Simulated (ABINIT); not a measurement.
# MoS2 in ABINIT: settings compared

One slab, MoS2, is run at these levels: PBE, LDA; tasks: single point.

Everything below comes from runs of ABINIT 10.8.3 (patched build). Logs are shortened: lines on timing, memory, paths and dates and some standing lists are left out, and cuts for length are marked. The log counts tension as positive stress, the text compression.

**1. Starting point**

The cell holds a slab with vacuum, 6 atoms: a = 3.185 Å, b = 3.185 Å, c = 21.671 Å, α = 90.00°, β = 90.00°, γ = 120.00°.

**2. Single point, PBE**

The input, run.abi:

```
# Pseudopotentials
pp_dirpath "./"
pseudos "Mo.GGA_PBE-JTH.xml, S.GGA_PBE-JTH.xml"

# Structure
acell 6.0179111844 6.0179111844 40.951375595
rprim
     1.0000000000     0.0000000000     0.0000000000
    -0.5000000000     0.8660254038     0.0000000000
     0.0000000000     0.0000000000     1.0000000000
ntypat 2
znucl 42 16
natom 6
typat 1 1 2 2 2 2
xcart
    -0.0000000002     1.8385958670    18.4450973165
     1.5922707282     0.9192979333     3.2254374035
     1.5922707282     0.9192979333    16.8948990826
    -0.0000000002     1.8385958670     1.6740704777
     1.5922707282     0.9192979333    19.9964642423
    -0.0000000002     1.8385958670     4.7756356374 Angstrom

# Plane-wave basis
ecut 544.227725 eV
pawecutdg 40.0

# k points
kptopt 1
ngkpt 8 8 2
nshiftk 1
shiftk 0.0 0.0 0.0

# Exchange and correlation
ixc 11

# Bands and occupations
nband 32
occopt 3
tsmear 0.00183747

# SCF cycle
nstep 100
tolvrs 1.0e-9

# Output
iomode 3
prtwf 0
prtden 0
prteig 0
prtebands 0
enunit 2
```

Potentials or basis: JTH PAW PBE v2.0.

Command:

```console
$ abinit run.abi > log 2>&1
```

run.abo:

```text
.Version 10.8.3 of ABINIT
 Symmetries : space group P-3 m 1 (#164); Bravais hP (primitive hexag.)
================================================================================
 Values of the parameters that define the memory need of the present run
     intxc =       0    ionmov =       0      iscf =      17    lmnmax =      18
     lnmax =       6     mgfft =     180  mpssoang =       3    mqgrid =   11660
     natom =       6  nloc_mem =       2    nspden =       1   nspinor =       1
    nsppol =       1      nsym =      12    n1xccc =       1    ntypat =       2
    occopt =       3   xclevel =       2
       mpw =        5556          nfft =      131220          nkpt =          20
 PAW method is used; the additional fine FFT grid is defined by:
   mgfftf=       240    nfftf =    311040
================================================================================
================================================================================

--------------------------------------------------------------------------------
------------- Echo of variables that govern the present computation ------------
--------------------------------------------------------------------------------
 -outvars: echo values of preprocessed input variables --------
            acell      6.0179111844E+00  6.0179111844E+00  4.0951375595E+01 Bohr
              amu      9.59400000E+01  3.20660000E+01
             ecut      2.00000000E+01 Hartree
           enunit           2
              ixc          11
         kptrlatt        8    0    0      0    8    0      0    0    2
          kptrlen      4.81432895E+01
            natom           6
            nband          32
            ngfft          27      27     180
          ngfftdg          36      36     240
             nkpt          20
            nstep         100
             nsym          12
           ntypat           2
           occopt           3
        pawecutdg      4.00000000E+01 Hartree
         pawxcdev           0
           prtden           0
        prtebands           0
           prteig           0
            prtwf           0
            rprim      1.0000000000E+00  0.0000000000E+00  0.0000000000E+00
                      -5.0000000000E-01  8.6602540380E-01  0.0000000000E+00
                       0.0000000000E+00  0.0000000000E+00  1.0000000000E+00
          spgroup         164
           tolvrs      1.00000000E-09
           tsmear      1.83747000E-03 Hartree
            typat      1  1  2  2  2  2
           useylm           1
           xangst      5.3441691443E-10  1.8385958666E+00  1.8445097317E+01
                       1.5922707275E+00  9.1929793373E-01  3.2254374035E+00
                       1.5922707275E+00  9.1929793373E-01  1.6894899083E+01
                       5.3441691443E-10  1.8385958666E+00  1.6740704777E+00
                       1.5922707275E+00  9.1929793373E-01  1.9996464242E+01
                       5.3441691443E-10  1.8385958666E+00  4.7756356374E+00
[... 225 lines left out ...]
   2.00000    2.00000    0.00000    0.00000    0.00000    0.00000    0.00000    0.00000
 prteigrs : prtvol=0 or 1, do not print more k-points.

 Fermi (or HOMO) energy (eV) =   2.74518   Average Vxc (eV)=  -6.60946
 Eigenvalues (   eV  ) for nkpt=  20  k points:
 kpt#   1, nband= 32, wtk=  0.00781, kpt=  0.0000  0.0000  0.0000 (reduced coord)
 -59.16396  -59.16396  -33.29636  -33.29634  -33.09655  -33.09655  -33.09655  -33.09655
 -12.44722  -12.37691  -11.12275  -11.00412   -4.09220   -3.75395   -0.95107   -0.95107
  -0.94800   -0.94800   -0.42136    0.16723    0.16723    0.17822    0.17822    0.37411
   1.60507    2.08877    4.47580    4.47587    4.48369    4.48371    4.73769    4.76066
 prteigrs : prtvol=0 or 1, do not print more k-points.

--- !EnergyTerms
iteration_state     : {dtset: 1, }
comment             : Components of total free energy in Hartree
kinetic             :  3.71826777438935E+01
hartree             :  4.30910853200009E+02
xc                  : -2.25398047320357E+01
Ewald energy        :  2.67724935925138E+02
psp_core            :  2.76741314823509E+00
local_psp           : -9.20607861816511E+02
PAW spherical_terms :  2.53817490435212E+01
internal            : -1.79180037487749E+02
'-kT*entropy'       : -3.67041576409167E-09
total_energy        : -1.79180037491420E+02
total_energy_eV     : -4.87573720774838E+03
...

--- !EnergyTermsDC
iteration_state     : {dtset: 1, }
comment             : '"Double-counting" decomposition of free energy'
band_energy         : -2.77432830496337E+01
Ewald energy        :  2.67724935925138E+02
psp_core            :  2.76741314823509E+00
xc_dc               : -4.28151349908278E+02
PAW spherical_terms :  6.22223359695194E+00
internal            : -1.79180050287586E+02
'-kT*entropy'       : -3.67041576409167E-09
total_energy_dc     : -1.79180050291257E+02
total_energy_dc_eV  : -4.87573755604969E+03
...

--- !EnergyTermsWithPAWCore
iteration_state     : {dtset: 1, }
comment             : 'Components of total free energy, including PAW core contributions'
Total energy        : -9.69502068107449E+03
Total energy DC     : -9.69502069387433E+03
Total energy (eV)   : -2.63814952415492E+05
Total energy DC (eV): -2.63814952763793E+05
...

 Cartesian components of stress tensor (hartree/bohr^3)
  sigma(1 1)= -1.67744887E-05  sigma(3 2)=  0.00000000E+00
  sigma(2 2)= -1.67744888E-05  sigma(3 1)=  0.00000000E+00
  sigma(3 3)= -4.49695584E-05  sigma(2 1)=  0.00000000E+00

-Cartesian components of stress tensor (GPa)         [Pressure=  7.7003E-01 GPa]
- sigma(1 1)= -4.93522497E-01  sigma(3 2)=  0.00000000E+00
- sigma(2 2)= -4.93522500E-01  sigma(3 1)=  0.00000000E+00
- sigma(3 3)= -1.32305009E+00  sigma(2 1)=  0.00000000E+00

== END DATASET(S) ==============================================================
================================================================================

 -outvars: echo values of variables after computation  --------
            acell      6.0179111844E+00  6.0179111844E+00  4.0951375595E+01 Bohr
           etotal     -1.7918005029E+02
            fcart     -4.1760927747E-28 -4.4776982484E-28 -2.9071053601E-05
                       6.5624315031E-28  1.7221916340E-28  2.9071053601E-05
                      -2.3863387284E-28 -3.4443832680E-28 -4.6818955408E-03
                      -2.3863387284E-28 -3.4443832680E-28 -3.4521542738E-03
                      -5.9658468210E-29 -2.4110682876E-28  3.4521542738E-03
                       2.9829234105E-28  1.2055341438E-27  4.6818955408E-03
            rprim      1.0000000000E+00  0.0000000000E+00  0.0000000000E+00
                      -5.0000000000E-01  8.6602540380E-01  0.0000000000E+00
                       0.0000000000E+00  0.0000000000E+00  1.0000000000E+00
           strten     -1.6774488732E-05 -1.6774488809E-05 -4.4969558392E-05
                       0.0000000000E+00  0.0000000000E+00  0.0000000000E+00
           xangst      5.3441691443E-10  1.8385958666E+00  1.8445097317E+01
                       1.5922707275E+00  9.1929793373E-01  3.2254374035E+00
                       1.5922707275E+00  9.1929793373E-01  1.6894899083E+01
                       5.3441691443E-10  1.8385958666E+00  1.6740704777E+00
                       1.5922707275E+00  9.1929793373E-01  1.9996464242E+01
                       5.3441691443E-10  1.8385958666E+00  4.7756356374E+00
             xred      3.3333333366E-01  6.6666666699E-01  8.5116023058E-01
                       6.6666666700E-01  3.3333333366E-01  1.4883977010E-01
                       6.6666666700E-01  3.3333333366E-01  7.7962539053E-01
                       3.3333333366E-01  6.6666666699E-01  7.7251000054E-02
                       6.6666666700E-01  3.3333333366E-01  9.2274900062E-01
                       3.3333333366E-01  6.6666666699E-01  2.2037461015E-01
 Calculation completed.
```

It took 5.2 min on 1 thread of Arm Neoverse V2, shared host; peak memory 0.27 GiB.

Results:

| Property | Result |
| --- | --- |
| Free energy | -4875.7376 eV |
| Largest force | 0.241 eV/Å |
| Band gap on the k mesh | 1.44 eV, indirect (least direct gap 1.95 eV) |
| Valence electrons inside the program's atomic spheres | Mo 11.28; S 3.60, 3.59 |

Forces in eV/Å, atoms in the order of the input:
```
Mo   0.000  0.000 -0.001
Mo   0.000  0.000  0.001
S    0.000  0.000 -0.241
S    0.000  0.000 -0.178
S    0.000  0.000  0.178
S    0.000  0.000  0.241
```

**3. Single point, LDA**

The input, run.abi:

```
# Pseudopotentials
pp_dirpath "./"
pseudos "Mo.LDA_PW-JTH.xml, S.LDA_PW-JTH.xml"

# Structure
acell 3*1.0
rprim
     6.0179111844     0.0000000000     0.0000000000
    -3.0089555922     5.2116639634     0.0000000000
     0.0000000000     0.0000000000    40.9513755950
ntypat 2
znucl 42 16
natom 6
typat 1 1 2 2 2 2
xred
     0.3333333333     0.6666666667     0.8511602300
     0.6666666667     0.3333333333     0.1488397700
     0.6666666667     0.3333333333     0.7796253900
     0.3333333333     0.6666666667     0.0772510000
     0.6666666667     0.3333333333     0.9227490000
     0.3333333333     0.6666666667     0.2203746100

# Plane-wave basis
ecut 20.0
pawecutdg 40.0

# k points
kptopt 1
ngkpt 8 8 2
nshiftk 1
shiftk 0.0 0.0 0.0

# Exchange and correlation
ixc 7

# Bands and occupations
nband 32
occopt 3
tsmear 0.05 eV

# SCF cycle
nstep 100
tolvrs 1.0e-9

# Output
iomode 3
prtwf 0
prtden 0
prteig 0
prtebands 0
```

Potentials or basis: JTH PAW LDA v2.0.

Command:

```console
$ abinit run.abi > log 2>&1
```

run.abo:

```text
.Version 10.8.3 of ABINIT
 Symmetries : space group P-3 m 1 (#164); Bravais hP (primitive hexag.)
================================================================================
 Values of the parameters that define the memory need of the present run
     intxc =       0    ionmov =       0      iscf =      17    lmnmax =      18
     lnmax =       6     mgfft =     180  mpssoang =       3    mqgrid =   11660
     natom =       6  nloc_mem =       2    nspden =       1   nspinor =       1
    nsppol =       1      nsym =      12    n1xccc =       1    ntypat =       2
    occopt =       3   xclevel =       1
       mpw =        5556          nfft =      131220          nkpt =          20
 PAW method is used; the additional fine FFT grid is defined by:
   mgfftf=       240    nfftf =    311040
================================================================================
================================================================================

--------------------------------------------------------------------------------
------------- Echo of variables that govern the present computation ------------
--------------------------------------------------------------------------------
 -outvars: echo values of preprocessed input variables --------
            acell      1.0000000000E+00  1.0000000000E+00  1.0000000000E+00 Bohr
              amu      9.59400000E+01  3.20660000E+01
             ecut      2.00000000E+01 Hartree
              ixc           7
         kptrlatt        8    0    0      0    8    0      0    0    2
          kptrlen      4.81432895E+01
            natom           6
            nband          32
            ngfft          27      27     180
          ngfftdg          36      36     240
             nkpt          20
            nstep         100
             nsym          12
           ntypat           2
           occopt           3
        pawecutdg      4.00000000E+01 Hartree
           prtden           0
        prtebands           0
           prteig           0
            prtwf           0
            rprim      6.0179111844E+00  0.0000000000E+00  0.0000000000E+00
                      -3.0089555922E+00  5.2116639634E+00  0.0000000000E+00
                       0.0000000000E+00  0.0000000000E+00  4.0951375595E+01
          spgroup         164
           tolvrs      1.00000000E-09
[... 238 lines left out ...]
xc                  : -2.23875374620708E+01
Ewald energy        :  2.67724934971870E+02
psp_core            :  2.65515917663415E+00
local_psp           : -9.20707644607864E+02
PAW spherical_terms :  2.50550834967057E+01
internal            : -1.79790809692091E+02
'-kT*entropy'       : -4.82918888872239E-09
total_energy        : -1.79790809696920E+02
total_energy_eV     : -4.89235716614055E+03
...

--- !EnergyTermsDC
iteration_state     : {dtset: 1, }
comment             : '"Double-counting" decomposition of free energy'
band_energy         : -2.79824222351935E+01
Ewald energy        :  2.67724934971870E+02
psp_core            :  2.65515917663415E+00
xc_dc               : -4.28035365096166E+02
PAW spherical_terms :  5.84690293529731E+00
internal            : -1.79790790247557E+02
'-kT*entropy'       : -4.82918888872239E-09
total_energy_dc     : -1.79790790252387E+02
total_energy_dc_eV  : -4.89235663702785E+03
...

--- !EnergyTermsWithPAWCore
iteration_state     : {dtset: 1, }
comment             : 'Components of total free energy, including PAW core contributions'
Total energy        : -9.68195640295950E+03
Total energy DC     : -9.68195638351497E+03
Total energy (eV)   : -2.63459455297680E+05
Total energy DC (eV): -2.63459454768567E+05
...

 Cartesian components of stress tensor (hartree/bohr^3)
  sigma(1 1)=  1.27383563E-04  sigma(3 2)=  0.00000000E+00
  sigma(2 2)=  1.27383563E-04  sigma(3 1)=  0.00000000E+00
  sigma(3 3)=  7.76246753E-05  sigma(2 1)=  0.00000000E+00

-Cartesian components of stress tensor (GPa)         [Pressure= -3.2598E+00 GPa]
- sigma(1 1)=  3.74775382E+00  sigma(3 2)=  0.00000000E+00
- sigma(2 2)=  3.74775382E+00  sigma(3 1)=  0.00000000E+00
- sigma(3 3)=  2.28379679E+00  sigma(2 1)=  0.00000000E+00

== END DATASET(S) ==============================================================
================================================================================

 -outvars: echo values of variables after computation  --------
            acell      1.0000000000E+00  1.0000000000E+00  1.0000000000E+00 Bohr
           etotal     -1.7979079025E+02
            fcart     -0.0000000000E+00  1.7437190295E-28  1.0899733145E-04
                       4.4743851158E-29 -6.4582186276E-30 -1.0899733145E-04
                      -0.0000000000E+00 -3.9395133629E-28  7.2396657796E-03
                      -1.1185962789E-29  7.7498623532E-29  5.7516539682E-03
                       1.1185962789E-29  5.1665749021E-29 -5.7516539682E-03
                      -4.4743851158E-29  9.6873279415E-29 -7.2396657796E-03
            rprim      6.0179111844E+00  0.0000000000E+00  0.0000000000E+00
                      -3.0089555922E+00  5.2116639634E+00  0.0000000000E+00
                       0.0000000000E+00  0.0000000000E+00  4.0951375595E+01
           strten      1.2738356309E-04  1.2738356310E-04  7.7624675296E-05
                       0.0000000000E+00  0.0000000000E+00  0.0000000000E+00
           xangst      1.9408109018E-17  1.8385958656E+00  1.8445097304E+01
                       1.5922707269E+00  9.1929793281E-01  3.2254374013E+00
                       1.5922707269E+00  9.1929793281E-01  1.6894899071E+01
                       1.9408109018E-17  1.8385958656E+00  1.6740704765E+00
                       1.5922707269E+00  9.1929793281E-01  1.9996464229E+01
                       1.9408109018E-17  1.8385958656E+00  4.7756356342E+00
             xred      3.3333333333E-01  6.6666666667E-01  8.5116023000E-01
                       6.6666666667E-01  3.3333333333E-01  1.4883977000E-01
                       6.6666666667E-01  3.3333333333E-01  7.7962539000E-01
                       3.3333333333E-01  6.6666666667E-01  7.7251000000E-02
                       6.6666666667E-01  3.3333333333E-01  9.2274900000E-01
                       3.3333333333E-01  6.6666666667E-01  2.2037461000E-01
 Calculation completed.
```

Run time: 4.7 min. Hardware: 1 thread of Arm Neoverse V2, shared host; peak memory 0.23 GiB.

What came out:

```
Free energy                                           : -4892.3566 eV
Largest force                                         : 0.372 eV/Å
Band gap on the k mesh                                : 1.42 eV, indirect (least direct gap 1.95 eV)
Valence electrons inside the program's atomic spheres : Mo 11.29; S 3.59, 3.58
```

Forces in eV/Å, atoms in the order of the input:
```
Mo   0.000  0.000  0.006
Mo   0.000  0.000 -0.006
S    0.000  0.000  0.372
S    0.000  0.000  0.296
S    0.000  0.000 -0.296
S    0.000  0.000 -0.372
```
